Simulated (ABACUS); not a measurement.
PtS2:

```
CELL_PARAMETERS angstrom
3.54320 0.00000 0.00000
-1.77160 3.06850 0.00000
0.00000 0.00000 5.03880
ATOMIC_POSITIONS crystal
Pt 0.00000 0.00000 0.00000
S 0.66667 0.33333 0.77300
S 0.33333 0.66667 0.22700
```

Base run:

* Program: ABACUS 3.10.1
* Functional: PBE
* Potentials or basis: PseudoDojo NC SR 0.4.1 PBE standard
* Cutoff: 1143 eV
* Density cutoff: 4572 eV
* Basis: plane waves
* k mesh: 9 × 9 × 5
* Occupations: fermi-dirac, width 0.05 eV
* Spin: no spin polarisation

Its results: band gap on the k mesh 1.01 eV, indirect (least direct gap 1.06 eV); pressure 11.4 GPa; largest force 1.241 eV/Å.

The run is repeated on the same cell with these changes: cutoff from 1143 eV to 1361 eV; density cutoff from 4572 eV to 5442 eV; basis from plane waves to DZP LCAO (the cutoffs set its grid). What comes out?

Band gap on the k mesh 1.01 eV, indirect (least direct gap 1.07 eV); pressure 14.3 GPa; largest force 1.626 eV/Å.

Caveats: spin-orbit coupling is left out, which moves the levels of the heavy elements; an odd mesh through Γ misses points on the zone boundary, where band edges often lie; forces of over 1 eV/Å show positions far from the minimum, so gaps and moduli don't describe the material at rest; the atomic orbitals were generated for these runs and aren't a published set (some runs); the basis of atomic orbitals isn't converged, which shifts pressures, moduli and gaps (some runs).

Not every run made on this cell is shown here.
